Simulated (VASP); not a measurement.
All values below come from RPBE GGA, VASP's PBE PAW potentials (set 64) (plane waves; VASP 6.6.1).

The input files of a VASP run:

POSCAR:
```
CsCl
1.0
  4.2024000000   0.0000000000   0.0000000000
  0.0000000000   4.2024000000   0.0000000000
  0.0000000000   0.0000000000   4.2024000000
Cs Cl
1 1
Cartesian
  0.0000000000   0.0000000000   0.0000000000
  2.1012000000   2.1012000000   2.1012000000
```

INCAR:
```
SYSTEM = CsCl
PREC = Accurate
ENCUT = 400
EDIFF = 1E-6
NELM = 100
ALGO = Normal
LREAL = .FALSE.
LASPH = .TRUE.
ISMEAR = 0
SIGMA = 0.05
GGA = RP
LMAXMIX = 4
LWAVE = .FALSE.
LCHARG = .FALSE.
ISIF = 2
```

### KPOINTS
```
Automatic mesh
0
Gamma
6 6 6
0 0 0
```

POTCAR, in this order: Cs_sv Cl (PBE.64 set). Program: vasp_std.

The resulting files:

**OUTCAR**
```
 ion  position               nearest neighbor table
   1  0.000  0.000  0.000-
   2  0.500  0.500  0.500-
  LATTYP: Found a simple cubic cell.
 ALAT       =     4.2024000000
 Subroutine PRICEL returns:
 Original cell was already a primitive cell.
 Subroutine GETGRP returns: Found 48 space group operations
The static configuration has the point symmetry O_h .
The dynamic configuration has the point symmetry O_h .
 Subroutine INISYM returns: Found 48 space group operations
 Subroutine IBZKPT returns following result:
 Found     20 irreducible k-points:

 Following reciprocal coordinates:
            Coordinates               Weight
  0.000000  0.000000  0.000000      1.000000
  0.166667  0.000000  0.000000      6.000000
  0.333333  0.000000  0.000000      6.000000
  0.500000  0.000000  0.000000      3.000000
  0.166667  0.166667  0.000000     12.000000
  0.333333  0.166667  0.000000     24.000000
  0.500000  0.166667  0.000000     12.000000
  0.333333  0.333333  0.000000     12.000000
  0.500000  0.333333  0.000000     12.000000
  0.500000  0.500000  0.000000      3.000000
  0.166667  0.166667  0.166667      8.000000
  0.333333  0.166667  0.166667     24.000000
  0.500000  0.166667  0.166667     12.000000
  0.333333  0.333333  0.166667     24.000000
  0.500000  0.333333  0.166667     24.000000
  0.500000  0.500000  0.166667      6.000000
  0.333333  0.333333  0.333333      8.000000
  0.500000  0.333333  0.333333     12.000000
  0.500000  0.500000  0.333333      6.000000
  0.500000  0.500000  0.500000      1.000000
   k-points           NKPTS =     20   k-points in BZ     NKDIM =     20   number of bands    NBANDS=     12
   number of dos      NEDOS =    301   number of ions     NIONS =      2
   total plane-waves  NPLWV =  21952
   dimension x,y,z NGX =    28 NGY =   28 NGZ =   28
   dimension x,y,z NGXF=    56 NGYF=   56 NGZF=   56
   ions per type =               1   1
   PREC   = accura    normal or accurate (medium, high low for compatibility)
   ISTART =      0    job   : 0-new  1-cont  2-samecut
   ICHARG =      2    charge: 1-file 2-atom 10-const
   ISPIN  =      1    spin polarized calculation?
   LNONCOLLINEAR =      F non collinear calculations
   LSORBIT =      F    spin-orbit coupling
   INIWAV =      1    electr: 0-lowe 1-rand  2-diag
   ENCUT  =  400.0 eV  29.40 Ry    5.42 a.u.   6.85  6.85  6.85*2*pi/ulx,y,z
   NELM   =    100;   NELMIN=  2; NELMDL= -5     # of ELM steps
   EDIFF  = 0.1E-05   stopping-criterion for ELM
   LREAL  =      F    real-space projection
   NLSPLINE    = F    spline interpolate recip. space projectors
   LMAXMIX     =    4 max onsite mixed and CHGCAR
   VOSKOWN=      0    Vosko Wilk Nusair interpolation
   EDIFFG = 0.1E-04   stopping-criterion for IOM
   NSW    =      0    number of steps for IOM
   NBLOCK =      1;   KBLOCK =      1    inner block; outer block
   IBRION =     -1    ionic relax: 0-MD 1-quasi-New 2-CG
   NFREE  =      0    steps in history (QN), initial steepest desc. (CG)
   ISIF   =      2    stress and relaxation
   ISYM   =      2    0-nonsym 1-usesym 2-fastsym
   TEIN   =    0.0    initial temperature
   TEBEG  =    0.0;   TEEND  =   0.0 temperature during run
   SMASS  =  -3.00    Nose mass-parameter (am)
   PSTRESS=    0.0 pullay stress
   NELECT =      16.0000    total number of electrons
   EFERMI =   0.00;   METHOD = LEGACY
   ISMEAR =     0;   SIGMA  =   0.05  broadening in eV -4-tet -1-fermi 0-gaus
   IALGO  =     38    algorithm
   LDIAG  =      T    sub-space diagonalisation (order eigenvalues)
   IMIX   =      4    mixing-type and parameters
     AMIX     =   0.40;   BMIX     =  1.00
     AMIX_MAG =   1.60;   BMIX_MAG =  1.00
...
```

**OSZICAR**
```
       N       E                     dE             d eps       ncg     rms          rms(c)
DAV:   1     0.924736208237E+02    0.92474E+02   -0.59886E+03   480   0.930E+02
DAV:   2     0.321535523455E+00   -0.92152E+02   -0.85643E+02   720   0.179E+02
DAV:   3    -0.647845527265E+01   -0.68000E+01   -0.67801E+01   608   0.549E+01
DAV:   4    -0.654795182601E+01   -0.69497E-01   -0.69475E-01   552   0.705E+00
DAV:   5    -0.654890568490E+01   -0.95386E-03   -0.95376E-03   612   0.821E-01    0.255E+00
DAV:   6    -0.615254993671E+01    0.39636E+00   -0.68049E-01   564   0.464E+00    0.209E+00
DAV:   7    -0.611108408980E+01    0.41466E-01   -0.24871E-01   632   0.278E+00    0.124E+00
DAV:   8    -0.612043194833E+01   -0.93479E-02   -0.23384E-02   548   0.121E+00    0.166E-01
DAV:   9    -0.612212654692E+01   -0.16946E-02   -0.55455E-03   564   0.510E-01    0.139E-01
DAV:  10    -0.612258538961E+01   -0.45884E-03   -0.65955E-04   560   0.234E-01    0.160E-02
DAV:  11    -0.612261853444E+01   -0.33145E-04   -0.63845E-05   648   0.608E-02    0.854E-03
DAV:  12    -0.612262239993E+01   -0.38655E-05   -0.23165E-05   540   0.356E-02    0.549E-03
DAV:  13    -0.612262202592E+01    0.37402E-06   -0.66996E-07   420   0.662E-03
   1 F= -.61226220E+01 E0= -.61226220E+01  d E =-.142854E-18
```

OUTCAR:
```
------------------------ aborting loop because EDIFF is reached ----------------------------------------
  FORCE on cell =-STRESS in cart. coord.  units (eV):
  Direction    XX          YY          ZZ          XY          YZ          ZX
  --------------------------------------------------------------------------------------
  Total        0.7858308      0.7858308      0.7858308     -0.0000000     -0.0000000     -0.0000000
  in kB       16.9647492     16.9647492     16.9647492     -0.0000000     -0.0000000     -0.0000000
  external PRESSURE =      16.9647492 kB  Pullay stress =       0.0000000 kB
  volume of cell :       74.22
      direct lattice vectors                 reciprocal lattice vectors
     4.202400000  0.000000000  0.000000000     0.237959261  0.000000000  0.000000000
     0.000000000  4.202400000  0.000000000     0.000000000  0.237959261  0.000000000
     0.000000000  0.000000000  4.202400000     0.000000000  0.000000000  0.237959261
 POSITION                                       TOTAL-FORCE (eV/Angst)
 -----------------------------------------------------------------------------------
      0.00000      0.00000      0.00000         0.000000      0.000000      0.000000
      2.10120      2.10120      2.10120         0.000000      0.000000      0.000000
 -----------------------------------------------------------------------------------
    total drift:                                0.000000      0.000000      0.000000
  FREE ENERGIE OF THE ION-ELECTRON SYSTEM (eV)
  ---------------------------------------------------
  free  energy   TOTEN  =        -6.1226220259 eV

  energy  without entropy=       -6.1226220259  energy(sigma->0) =       -6.12262203
```
(Selected blocks of OUTCAR.)

The compound is CsCl in the CsCl type structure. The cell was not relaxed at this level. The run is one of a series of settings (GGA = RP against the base run), some of them coarse on purpose.
